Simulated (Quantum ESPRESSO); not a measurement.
# Nb (Fm-3m) in Quantum ESPRESSO: single point with PBE

Aim: the single point of Nb with PBE.

All numbers are computed with Quantum ESPRESSO 7.5; they aren't measurements. Logs are shortened: lines on timing, memory, paths and dates and some standing lists are left out, and cuts for length are marked.

### 1 The crystal as given

The structure is cubic, space group Fm-3m (No. 225). Conventional cell: a = 4.230 Å, b = 4.230 Å, c = 4.230 Å, α = 90.00°, β = 90.00°, γ = 90.00°. Nb (site symmetry m-3m) has 12 Nb at 2.99 Å as nearest neighbours.

This isn't the form of Nb at room conditions, which is bcc.

### 2 Single point, PBE

The input, run.py:

```python
import numpy as np
from ase.calculators.espresso import Espresso, EspressoProfile
from ase import Atoms

atoms = Atoms(['Nb'],
              cell=[[0.0, 2.115, 2.115], [2.115, 0.0, 2.115], [2.115, 2.115, 0.0]],
              scaled_positions=[[0.0, 0.0, 0.0]],
              pbc=True)

input_data = {
    'control': {'calculation': 'scf', 'prefix': 'pwscf', 'outdir': './tmp', 'tprnfor': True, 'tstress': True, 'disk_io': 'nowf'},
    'system': {'ecutwfc': 55.0, 'ecutrho': 440.0, 'nbnd': 12, 'occupations': 'smearing', 'smearing': 'fd', 'degauss': 0.00367493},
    'electrons': {'conv_thr': 2e-10, 'electron_maxstep': 120, 'mixing_beta': 0.5},
}
pseudopotentials = {'Nb': 'Nb.pbe-spn-kjpaw_psl.0.3.0.UPF'}
profile = EspressoProfile(command='pw.x', pseudo_dir='pseudo')
dft = Espresso(profile=profile, input_data=input_data, pseudopotentials=pseudopotentials, kpts=(11, 11, 11), koffset=(0, 0, 0))
atoms.calc = dft

print(f'energy {atoms.get_potential_energy():.8f} eV')
print('forces (eV/A)')
print(np.round(atoms.get_forces(), 6))
print('stress (eV/A^3, Voigt)')
print(np.round(atoms.get_stress(), 8))
print(f'Fermi level {dft.get_fermi_level():.4f} eV')
```

Potentials or basis: SSSP 1.3 efficiency PBE.

On the command line:

```bash
$ OMP_NUM_THREADS=1 python run.py
```

The log of the run:

```text
energy -4547.62511432 eV
forces (eV/A)
[[0. 0. 0.]]
stress (eV/A^3, Voigt)
[ 0.01212978  0.01212978  0.01212978 -0.         -0.         -0.        ]
Fermi level 17.3309 eV
```

espresso.pwi:

```text
&CONTROL
   calculation      = 'scf'
   tstress          = .true.
   tprnfor          = .true.
   outdir           = './tmp'
   prefix           = 'pwscf'
   disk_io          = 'nowf'
   pseudo_dir       = 'pseudo'
/
&SYSTEM
   nbnd             = 12
   ecutwfc          = 55.0
   ecutrho          = 440.0
   occupations      = 'smearing'
   degauss          = 0.00367493
   smearing         = 'fd'
   ntyp             = 1
   nat              = 1
   ibrav            = 0
/
&ELECTRONS
   electron_maxstep = 120
   conv_thr         = 2e-10
   mixing_beta      = 0.5
/
&IONS
/
&CELL
/
&FCP
/
&RISM
/
ATOMIC_SPECIES
Nb 92.90637 Nb.pbe-spn-kjpaw_psl.0.3.0.UPF

K_POINTS automatic
11 11 11  0 0 0

CELL_PARAMETERS angstrom
0.00000000000000 2.11500000000000 2.11500000000000
2.11500000000000 0.00000000000000 2.11500000000000
2.11500000000000 2.11500000000000 0.00000000000000

ATOMIC_POSITIONS angstrom
Nb 0.0000000000 0.0000000000 0.0000000000
```

espresso.pwo:

```text
This program is part of the open-source Quantum ESPRESSO suite
     for quantum simulation of materials; please cite
         "P. Giannozzi et al., J. Phys.:Condens. Matter 21 395502 (2009);
         "P. Giannozzi et al., J. Phys.:Condens. Matter 29 465901 (2017);
         "P. Giannozzi et al., J. Chem. Phys. 152 154105 (2020);
     in publications or presentations arising from this work. More details at

Warning: card &CELL ignored
Warning: card &FCP ignored
Warning: card &RISM ignored

     file Nb.pbe-spn-kjpaw_psl.0.3.0.UPF: wavefunction(s)  4S 4P renormalized
     Message from routine setup:
     using ibrav=0 with symmetry is DISCOURAGED, use correct ibrav instead

     Subspace diagonalization in iterative solution of the eigenvalue problem:
     a serial algorithm will be used

     G-vector sticks info
     --------------------
     sticks:   dense  smooth     PW     G-vecs:    dense   smooth      PW
     Sum         955     499    163                19891     7119    1291

     Using Slab Decomposition

     bravais-lattice index     =            0
     lattice parameter (alat)  =       5.6523  a.u.
     unit-cell volume          =     127.6902 (a.u.)^3
     number of atoms/cell      =            1
     number of atomic types    =            1
     number of electrons       =        13.00
     number of Kohn-Sham states=           12
     kinetic-energy cutoff     =      55.0000  Ry
     charge density cutoff     =     440.0000  Ry
     scf convergence threshold =      2.0E-10
     mixing beta               =       0.5000
     number of iterations used =            8  plain     mixing
     Exchange-correlation= SLA  PW   PBX  PBC
                           (   1   4   3   4   0   0   0)

     celldm(1)=   5.652287  celldm(2)=   0.000000  celldm(3)=   0.000000
     celldm(4)=   0.000000  celldm(5)=   0.000000  celldm(6)=   0.000000

     crystal axes: (cart. coord. in units of alat)
               a(1) = (   0.000000   0.707107   0.707107 )
               a(2) = (   0.707107   0.000000   0.707107 )
               a(3) = (   0.707107   0.707107   0.000000 )

     reciprocal axes: (cart. coord. in units 2 pi/alat)
               b(1) = ( -0.707107  0.707107  0.707107 )
               b(2) = (  0.707107 -0.707107  0.707107 )
               b(3) = (  0.707107  0.707107 -0.707107 )

     PseudoPot. # 1 for Nb read from file:
     Nb.pbe-spn-kjpaw_psl.0.3.0.UPF
     Pseudo is Projector augmented-wave + core cor, Zval = 13.0
     Generated using "atomic" code by A. Dal Corso  v.5.0.99 svn rev. 10869
     Shape of augmentation charge: PSQ
     Using radial grid of 1227 points,  6 beta functions with:
                l(1) =   0
                l(2) =   0
                l(3) =   1
                l(4) =   1
                l(5) =   2
                l(6) =   2
     Q(r) pseudized with 0 coefficients

     atomic species   valence    mass     pseudopotential
     Nb               13.00    92.90637     Nb( 1.00)

     48 Sym. Ops., with inversion, found

   Cartesian axes

     site n.     atom                  positions (alat units)
         1        Nb     tau(   1) = (   0.0000000   0.0000000   0.0000000  )

     number of k points=    56  Fermi-Dirac smearing, width (Ry)=  0.0037
                       cart. coord. in units 2pi/alat
        k(    1) = (   0.0000000   0.0000000   0.0000000), wk =   0.0015026
        k(    2) = (   0.0642824   0.0642824  -0.0642824), wk =   0.0120210
        k(    3) = (   0.1285649   0.1285649  -0.1285649), wk =   0.0120210
        k(    4) = (   0.1928473   0.1928473  -0.1928473), wk =   0.0120210
        k(    5) = (   0.2571297   0.2571297  -0.2571297), wk =   0.0120210
        k(    6) = (   0.3214122   0.3214122  -0.3214122), wk =   0.0120210
[... 48 lines left out ...]
        k(   55) = (  -0.0642824  -0.4499770   0.7071068), wk =   0.0360631
        k(   56) = (   0.0000000  -0.3856946   0.6428243), wk =   0.0360631

     Dense  grid:    19891 G-vectors     FFT dimensions: (  40,  40,  40)

     Smooth grid:     7119 G-vectors     FFT dimensions: (  27,  27,  27)

     Check: negative core charge=   -0.000002

     Initial potential from superposition of free atoms

     starting charge      12.9979, renormalised to      13.0000
     Starting wfcs are   10 randomized atomic wfcs +    2 random wfcs
     Checking if some PAW data can be deallocated...

     Self-consistent Calculation

     iteration #  1     ecut=    55.00 Ry     beta= 0.50
     Davidson diagonalization with overlap
     ethr =  1.00E-02,  avg # of iterations =  4.2

     Threshold (ethr) on eigenvalues was too large:
     Diagonalizing with lowered threshold

     Davidson diagonalization with overlap
     ethr =  7.73E-04,  avg # of iterations =  1.0

     total energy              =    -334.23065831 Ry
     estimated scf accuracy    <       0.10171765 Ry

     iteration #  2     ecut=    55.00 Ry     beta= 0.50
     Davidson diagonalization with overlap
     ethr =  7.82E-04,  avg # of iterations =  1.9

     total energy              =    -334.24396887 Ry
     estimated scf accuracy    <       0.00379541 Ry

     iteration #  3     ecut=    55.00 Ry     beta= 0.50
     Davidson diagonalization with overlap
     ethr =  2.92E-05,  avg # of iterations =  2.5

     total energy              =    -334.24427361 Ry
     estimated scf accuracy    <       0.00054710 Ry

     iteration #  4     ecut=    55.00 Ry     beta= 0.50
     Davidson diagonalization with overlap
     ethr =  4.21E-06,  avg # of iterations =  2.4

     total energy              =    -334.24430545 Ry
     estimated scf accuracy    <       0.00001157 Ry

     iteration #  5     ecut=    55.00 Ry     beta= 0.50
     Davidson diagonalization with overlap
     ethr =  8.90E-08,  avg # of iterations =  2.9

     total energy              =    -334.24431002 Ry
     estimated scf accuracy    <       0.00000007 Ry

     iteration #  6     ecut=    55.00 Ry     beta= 0.50
     Davidson diagonalization with overlap
     ethr =  5.74E-10,  avg # of iterations =  4.0

     total energy              =    -334.24431016 Ry
     estimated scf accuracy    <          6.7E-09 Ry

     iteration #  7     ecut=    55.00 Ry     beta= 0.50
     Davidson diagonalization with overlap
     ethr =  5.16E-11,  avg # of iterations =  2.0

     total energy              =    -334.24431016 Ry
     estimated scf accuracy    <          6.7E-10 Ry

     iteration #  8     ecut=    55.00 Ry     beta= 0.50
     Davidson diagonalization with overlap
     ethr =  5.16E-12,  avg # of iterations =  2.0

     End of self-consistent calculation

          k = 0.0000 0.0000 0.0000 (   893 PWs)   bands (ev):

   -37.4750 -12.8928 -12.8928 -12.8928  11.1279  17.4158  17.4158  17.4158
    19.9831  19.9831  29.2517  33.9976

          k = 0.0643 0.0643-0.0643 (   893 PWs)   bands (ev):

   -37.4604 -12.9905 -12.9049 -12.9049  11.4284  17.1906  17.5509  17.5509
    19.8692  19.8692  29.8439  32.8318

          k = 0.1286 0.1286-0.1286 (   893 PWs)   bands (ev):

   -37.4209 -13.2471 -12.9374 -12.9374  12.2216  16.7553  17.7901  17.7901
    19.7757  19.7757  30.6234  31.7406

          k = 0.1928 0.1928-0.1928 (   887 PWs)   bands (ev):

   -37.3687 -13.5722 -12.9795 -12.9795  13.1051  16.6758  17.7332  17.7332
    20.2242  20.2242  29.3441  32.4317

          k = 0.2571 0.2571-0.2571 (   878 PWs)   bands (ev):

   -37.3202 -13.8611 -13.0177 -13.0177  13.4977  17.4541  17.4576  17.4576
    21.1030  21.1030  28.3183  30.9019

          k = 0.3214 0.3214-0.3214 (   874 PWs)   bands (ev):

   -37.2911 -14.0287 -13.0403 -13.0403  13.5159  17.2618  17.2618  18.4700
    21.8137  21.8137  27.7635  29.2152

          k = 0.1286 0.0000 0.0000 (   889 PWs)   bands (ev):

   -37.4555 -12.9880 -12.9264 -12.9264  11.5286  17.0223  17.6582  17.6582
    19.5230  20.1123  30.0559  33.2521

          k = 0.1928 0.0643-0.0643 (   894 PWs)   bands (ev):

   -37.4243 -13.1786 -12.9665 -12.9498  12.1645  16.5979  17.8965  17.9439
    19.1759  20.2127  31.1616  32.0198

          k = 0.2571 0.1286-0.1286 (   883 PWs)   bands (ev):

   -37.3763 -13.4728 -13.0122 -12.9889  13.0739  16.3193  17.6992  18.0396
    19.5989  20.5818  30.2684  32.6770
[... 206 lines left out ...]
          k =-0.0643-0.5785 0.7071 (   884 PWs)   bands (ev):

   -37.2306 -13.9089 -13.3518 -13.2995  13.6771  14.3754  19.1056  21.1341
    22.2447  23.8149  28.5354  28.8092

          k = 0.0000-0.5143 0.6428 (   879 PWs)   bands (ev):

   -37.2265 -13.8509 -13.4624 -13.2858  14.0195  14.7767  18.2716  20.3745
    22.2554  25.4433  27.0445  29.5584

          k =-0.1928-0.4500 0.7071 (   882 PWs)   bands (ev):

   -37.2562 -13.7755 -13.4252 -13.1882  14.8760  15.4602  16.4663  19.6881
    20.9732  24.1634  29.1349  30.2380

          k =-0.1286-0.3857 0.6428 (   885 PWs)   bands (ev):

   -37.2385 -13.7596 -13.5305 -13.2327  14.9970  15.6562  16.4489  19.2921
    21.6597  25.5083  27.4641  30.2121

          k =-0.0643-0.4500 0.7071 (   887 PWs)   bands (ev):

   -37.2291 -13.7867 -13.4981 -13.3028  14.4374  15.2399  17.2672  19.7740
    22.2477  25.6716  28.3869  28.3894

          k = 0.0000-0.3857 0.6428 (   881 PWs)   bands (ev):

   -37.2276 -13.6844 -13.6224 -13.2970  14.7149  15.8058  16.5860  19.2784
    22.2478  26.6649  27.2359  28.9183

     the Fermi energy is    17.3309 ev

!    total energy              =    -334.24431016 Ry
     total all-electron energy =     -7639.951286 Ry
     estimated scf accuracy    <          4.5E-11 Ry
     smearing contrib. (-TS)   =      -0.00087075 Ry
     internal energy E=F+TS    =    -334.24343941 Ry

     The total energy is F=E-TS. E is the sum of the following terms:
     one-electron contribution =     -15.54290385 Ry
     hartree contribution      =      15.60143756 Ry
     xc contribution           =     -28.87976528 Ry
     ewald contribution        =     -96.93346683 Ry
     one-center paw contrib.   =    -208.48874101 Ry

     convergence has been achieved in   8 iterations

     Forces acting on atoms (cartesian axes, Ry/au):

     atom    1 type  1   force =     0.00000000    0.00000000    0.00000000

     Total force =     0.000000     Total SCF correction =     0.000000

     Computing stress (Cartesian axis) and pressure

          total   stress  (Ry/bohr**3)                   (kbar)     P=      -19.43
  -0.00013211   0.00000000   0.00000000          -19.43        0.00        0.00
   0.00000000  -0.00013211   0.00000000            0.00      -19.43        0.00
   0.00000000   0.00000000  -0.00013211            0.00        0.00      -19.43

=------------------------------------------------------------------------------=
   JOB DONE.
=------------------------------------------------------------------------------=
```

Wall time 9.8 s (1 thread of Intel Xeon 6975P-C (Granite Rapids), shared host); peak memory 0.13 GiB.

What came out:

| Quantity | Value |
| --- | --- |
| Free energy | -4547.6255 eV |
| Pressure | -1.9 GPa |
| Band gap on the k mesh | none (metal or under the smearing width) |
